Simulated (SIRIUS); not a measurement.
# Ga (C2/c) in SIRIUS: reference runs

Aim: a first look at Ga with PBEsol, on the cell as given.

Everything below comes from runs of SIRIUS 7.12.0. Logs are shortened: lines on timing, memory, paths and dates and some standing lists are left out, and cuts for length are marked. The log counts tension as positive stress, the text compression.

## (1) Starting point

Symmetry: C2/c, No. 15, monoclinic system. Conventional cell: a = 2.766 Å, b = 8.053 Å, c = 3.332 Å, α = 90.00°, β = 92.02°, γ = 90.00°. Around Ga (site symmetry 2) lie 8 Ga at 2.69 to 2.92 Å.

This isn't the form of Ga at room conditions, which is orthorhombic.

## (2) Single point, PBEsol

Contents of sirius.json:

```json
{
  "control": {
    "processing_unit": "cpu",
    "verbosity": 2,
    "num_bands_to_print": 21,
    "print_forces": true,
    "print_stress": true
  },
  "parameters": {
    "electronic_structure_method": "pseudopotential",
    "xc_functionals": ["XC_GGA_X_PBE_SOL", "XC_GGA_C_PBE_SOL"],
    "gk_cutoff": 9.0,
    "pw_cutoff": 18.0,
    "ngridk": [10, 10, 8],
    "shiftk": [0, 0, 0],
    "smearing": "fermi_dirac",
    "smearing_width": 0.0018374661,
    "num_bands": 21,
    "num_mag_dims": 0,
    "num_dft_iter": 100,
    "energy_tol": 1e-08,
    "density_tol": 1e-06
  },
  "iterative_solver": {
    "type": "davidson",
    "min_tolerance": 1e-10
  },
  "mixer": {
    "type": "anderson",
    "beta": 0.7,
    "max_history": 8
  },
  "settings": {
    "tol_ne": 1e-10,
    "pseudo_grid_cutoff": 6.5
  },
  "unit_cell": {
    "lattice_vectors": [
      [0.32484671935, -0.945766677848, 0.0],
      [0.32484671935, 0.945766677848, 0.0],
      [-0.027586719726, 0.0, 0.782152317261]
    ],
    "lattice_vectors_scale": 8.0453059079,
    "atom_coordinate_units": "lattice",
    "atom_types": ["Ga"],
    "atom_files": {
      "Ga": "Ga.json"
    },
    "atoms": {
      "Ga": [
        [0.131, 0.869, 0.75],
        [0.869, 0.131, 0.25]
      ]
    }
  }
}
```

Potentials or basis: PseudoDojo 0.4.1 PBEsol standard (scalar relativistic).

Launch:

```console
upf_to_json Ga.upf
OMP_NUM_THREADS=1 sirius.scf --input=sirius.json --output=out.json --task=0
```

The program printed:

```text
[info] SIRIUS version : 7.12.0
[info] number of MPI ranks           : 1
[info] MPI grid                      : 1 1
[info] maximum number of OMP threads : 1
[fft] FFT context for density and potential
[fft] =====================================
[fft]   comm size                             : 1
[fft]   plane wave cutoff                     : 18
[fft]   grid size                             : 50 50 40   total : 100000
[fft]   grid limits                           : -24 25   -24 25   -19 20
[fft]   number of G-vectors within the cutoff : 12305
[fft]   local number of G-vectors             : 12305
[fft]   number of G-shells                    : 6269
[fft] FFT context for coarse grid
[fft] =====================================
[fft]   comm size                             : 1
[fft]   plane wave cutoff                     : 18
[fft]   grid size                             : 50 50 40   total : 100000
[fft]   grid limits                           : -24 25   -24 25   -19 20
[fft]   number of G-vectors within the cutoff : 12305
[fft]   local number of G-vectors             : 12305
[fft]   number of G-shells                    : 6269
[unit cell] lattice vectors
[unit cell]   a1 :       2.6134912303     -7.6089822408      0.0000000000
[unit cell]   a2 :       2.6134912303      7.6089822408      0.0000000000
[unit cell]   a3 :      -0.2219435992      0.0000000000      6.2926546589
[unit cell] reciprocal lattice vectors
[unit cell]   b1 :       1.2020674174     -0.4128794830      0.0423972367
[unit cell]   b2 :       1.2020674174      0.4128794830      0.0423972367
[unit cell]   b3 :      -0.0000000000      0.0000000000      0.9984951738
[unit cell] unit cell volume :       250.27156629 [a.u.^3]
[unit cell] 1/sqrt(omega)    :         0.06321123
[unit cell] MT volume        :         0.00000000 ( 0.00%)
[unit cell] IT volume        :       250.27156629 (100.00%)
[unit cell] number of atom types : 1
[unit cell] type id : 0 symbol : Ga mt_radius :  19.010000 num_atoms : 2
[unit cell] total number of atoms : 2
[unit cell] number of symmetry classes : 1
[unit cell] number of PAW atoms : 0
[unit cell] atom id  type id  class id             position                      vector_field
[unit cell] ------------------------------------------------------------------------------------------
[unit cell]      0        0        0      0.13100   0.86900   0.75000      0.00000   0.00000   0.00000
[unit cell]      1        0        0      0.86900   0.13100   0.25000      0.00000   0.00000   0.00000
[unit cell] atom id         position (Cartesian, a.u.)
[unit cell] ---------------------------------------------
[unit cell]      0       2.447034    5.615429    4.719491
[unit cell]      1       2.558005   -5.615429    1.573164
[unit cell] class id : 0 atom id : 0 1
[unit cell] minimum bond length:     5.080227
[unit cell] total number of pseudo wave-functions: 18
[sym] space group number   : 15
[sym] international symbol : C2/c
[sym] Hall symbol          : -C 2yc
[sym] space group transformation matrix :
[sym]   0.5000  0.5000  0.0000
[sym]  -0.5000  0.5000  0.0000
[sym]   0.0000  0.0000  1.0000
[sym] space group origin shift :
[sym]   0.0000  0.0000  0.0000
[sym] number of space group operations  : 4
[sym] number of magnetic group operations : 4
[sym] metric tensor error: 0.0000e+00
[sym] rotation matrix error: 4.4409e-16
[sym] symmetry operations
[... list of symmetry operations ...]
[atom type] label          : Ga
[atom type] --------------------------------------------------------------------------------
[... 250 lines left out ...]
[diagonalize] average number of iterations: 2.11013
[diagonalize] Lowest band energies
[diagonalize] ik:    0   -0.154597   -0.154070   -0.153052   -0.152383   -0.142191   -0.141798   -0.141119   -0.140604   -0.140187   -0.135187   -0.012010    0.323917    0.340925    0.460753    0.599978    0.756619    0.774851    0.782951    0.794494    0.879361    0.885436
[diagonalize] ik:    1   -0.154300   -0.153489   -0.152302   -0.150912   -0.142863   -0.142463   -0.141617   -0.141090   -0.140291   -0.135319   -0.003831    0.306186    0.373358    0.469455    0.607414    0.657508    0.700562    0.773141    0.808016    0.910232    0.948295
[diagonalize] ik:    2   -0.153542   -0.152278   -0.150219   -0.147562   -0.144382   -0.144211   -0.142504   -0.142182   -0.140643   -0.135734    0.020927    0.296427    0.425489    0.494864    0.527947    0.601180    0.632599    0.769492    0.815003    0.949033    0.980176
[diagonalize] ik:    3   -0.152681   -0.151095   -0.148492   -0.147702   -0.146562   -0.143199   -0.142894   -0.141516   -0.141004   -0.136407    0.062523    0.299368    0.407966    0.477115    0.531477    0.537696    0.671889    0.765401    0.823672    0.899685    0.942885
[diagonalize] ik:    4   -0.152071   -0.151253   -0.148754   -0.148333   -0.147798   -0.143618   -0.142206   -0.141441   -0.137570   -0.137112    0.120320    0.281713    0.340083    0.435374    0.575407    0.593142    0.727974    0.744067    0.795615    0.851554    0.880301
[diagonalize] ...
[diagonalize] ik:  222   -0.153606   -0.153606   -0.148489   -0.148489   -0.144109   -0.144109   -0.141917   -0.141917   -0.139354   -0.139354    0.145351    0.145351    0.301291    0.301291    0.705736    0.705736    0.808096    0.808096    0.932012    0.932012    1.074254
[diagonalize] ik:  223   -0.151584   -0.151411   -0.146896   -0.146734   -0.144518   -0.144220   -0.143369   -0.143320   -0.140639   -0.140423    0.205204    0.208060    0.268968    0.271104    0.580419    0.612284    0.839493    0.843790    0.948088    0.962448    0.973490
[diagonalize] ik:  224   -0.152322   -0.152274   -0.149121   -0.148998   -0.143516   -0.143352   -0.141572   -0.141533   -0.141059   -0.140950    0.181254    0.183835    0.251571    0.253996    0.696477    0.729816    0.826029    0.827848    0.969886    0.984969    0.997356
[diagonalize] ik:  225   -0.153200   -0.153200   -0.149412   -0.149412   -0.143182   -0.143182   -0.141521   -0.141521   -0.140285   -0.140285    0.166366    0.166366    0.259662    0.259662    0.784550    0.784550    0.802632    0.802632    0.921092    0.921092    1.031367
[diagonalize] ik:  226   -0.152988   -0.152988   -0.149809   -0.149809   -0.142592   -0.142592   -0.141383   -0.141383   -0.140876   -0.140876    0.180113    0.180113    0.239037    0.239037    0.799043    0.799043    0.833975    0.833975    0.911506    0.911506    0.989125
[find] Charges and magnetic moments
[find] --------------------------------------------------------------------------------
[find] total charge          : 26.000000
[find] Energy
[find] --------------------------------------------------------------------------------
[find] valence_eval_sum               :      -1.50496743
[find] <rho|V^{XC}>                   :     -26.81977073
[find] <rho|E^{XC}>                   :     -41.39929048
[find] <mag|B^{XC}>                   :       0.00000000
[find] <rho|V^{H}>                    :      79.91769577
[find] one-electron contribution      :     -54.60289247 (Ha),    -109.20578494 (Ry)
[find] hartree contribution           :      39.95884788
[find] xc contribution                :     -41.39929048
[find] ewald contribution             :     -96.65797516
[find] PAW contribution               :       0.00000000
[find] smearing (-TS)                 :      -0.00021293
[find] SCF correction                 :       0.00000117
[find] Total energy                   :    -152.70130905 (Ha),    -305.40261811 (Ry)
[find] Free energy (E-TS)             :    -152.70152199 (Ha),    -305.40304398 (Ry)
[find] band gap (eV)                  :       0.00000000
[find] Efermi                         :       0.40061067
[find] iteration : 12, RMS (target) : 4.0267e-07 (1.0000e-06) , energy difference (target) : -3.3251e-10 (1.0000e-08)
[find] bands are converged : true
[find] iterative solver converged : false
[find] converged after 13 SCF iterations!
[find] Charges and magnetic moments
[find] --------------------------------------------------------------------------------
[find] total charge          : 26.000000
[find] Energy
[find] --------------------------------------------------------------------------------
[find] valence_eval_sum               :      -1.50496743
[find] <rho|V^{XC}>                   :     -26.81977073
[find] <rho|E^{XC}>                   :     -41.39929048
[find] <mag|B^{XC}>                   :       0.00000000
[find] <rho|V^{H}>                    :      79.91769577
[find] one-electron contribution      :     -54.60289247 (Ha),    -109.20578494 (Ry)
[find] hartree contribution           :      39.95884788
[find] xc contribution                :     -41.39929048
[find] ewald contribution             :     -96.65797516
[find] PAW contribution               :       0.00000000
[find] smearing (-TS)                 :      -0.00021293
[find] SCF correction                 :       0.00000117
[find] Total energy                   :    -152.70130905 (Ha),    -305.40261811 (Ry)
[find] Free energy (E-TS)             :    -152.70152199 (Ha),    -305.40304398 (Ry)
[find] band gap (eV)                  :       0.00000000
[find] Efermi                         :       0.40061067
[ground_state] === stress tensor components [kbar] ===
[ground_state] === stress_kin ===
[ground_state] -98115.671053    0.000000   -3.890052
[ground_state]     0.000000-98103.963274    0.000000
[ground_state]    -3.890052    0.000000-98144.365266
[ground_state] === stress_har ===
[ground_state] -16055.812507    0.000000   48.299086
[ground_state]     0.000000-16229.991673    0.000000
[ground_state]    48.299086    0.000000-14688.358987
[ground_state] === stress_ewald ===
[ground_state] 37223.535714    0.000000   66.307082
[ground_state]     0.00000036897.162641    0.000000
[ground_state]    66.307082    0.00000039506.889452
[ground_state] === stress_vloc ===
[ground_state] -5029.373862    0.000000 -110.792709
[ground_state]     0.000000-4518.917873    0.000000
[ground_state]  -110.792709    0.000000-8689.011896
[ground_state] === stress_xc ===
[ground_state] -16828.944119    0.000000   -0.111775
[ground_state]     0.000000-16829.670076    0.000000
[ground_state]    -0.111775    0.000000-16827.015931
[ground_state] === stress_core ===
[ground_state] 27918.289070    0.000000   -0.122374
[ground_state]     0.00000027917.589376    0.000000
[ground_state]    -0.122374    0.00000027920.315124
[ground_state] === stress_nonloc ===
[ground_state] 70900.321112    0.000000   -3.920582
[ground_state]     0.00000070884.984913    0.000000
[ground_state]    -3.920582    0.00000070948.272338
[ground_state] === stress_us_nl ===
[ground_state] 70900.321112    0.000000   -3.920582
[ground_state]     0.00000070884.984913    0.000000
[ground_state]    -3.920582    0.00000070948.272338
[ground_state] === stress_total ===
[ground_state]    12.344356    0.000000   -4.231324
[ground_state]     0.000000   17.194034    0.000000
[ground_state]    -4.231324    0.000000   26.724835
[ground_state] ==== total Forces in Ha/bohr =====
[ground_state] atom:    0, force:       0.0000000     -0.0038097     -0.0000000
[ground_state] atom:    1, force:      -0.0000000      0.0038097      0.0000000
[ground_state] ==== ultrasoft contribution from Qij =====
[ground_state] atom:    0, force:       0.0000000      0.0000000      0.0000000
[ground_state] atom:    1, force:       0.0000000      0.0000000      0.0000000
[ground_state] ==== non-local contribution from Beta-projector =====
[ground_state] atom:    0, force:       0.0000000     -0.0449736     -0.0000000
[ground_state] atom:    1, force:       0.0000000      0.0449736      0.0000000
[ground_state] ==== contribution from local potential =====
[ground_state] atom:    0, force:       0.0000000     -0.3078516      0.0000000
[ground_state] atom:    1, force:       0.0000000      0.3078516      0.0000000
[ground_state] ==== contribution from core density =====
[ground_state] atom:    0, force:       0.0000000     -0.0006931      0.0000000
[ground_state] atom:    1, force:       0.0000000      0.0006931      0.0000000
[ground_state] ==== Ewald forces from ions =====
[ground_state] atom:    0, force:       0.0000000      0.3497086      0.0000000
[ground_state] atom:    1, force:      -0.0000000     -0.3497086      0.0000000
[~DFT_ground_state] local op. applied: 133480
[~DFT_ground_state] evp. work count: 26313.8
[~DFT_ground_state] number of iterative solver steps: 6331
```

Wall time 3 min (1 thread of Intel Xeon 6975P-C (Granite Rapids), shared host); peak memory 1.2 GiB.

Results:

```yaml
Free_energy: -4155.2201 eV
Pressure: -1.9 GPa
Largest_force: 0.196 eV/Å
Band_gap_on_the_k_mesh: none (metal or under the smearing width)
```

Forces in eV/Å, atoms in the order of the input:
```
Ga   0.000 -0.196  0.000
Ga   0.000  0.196  0.000
```
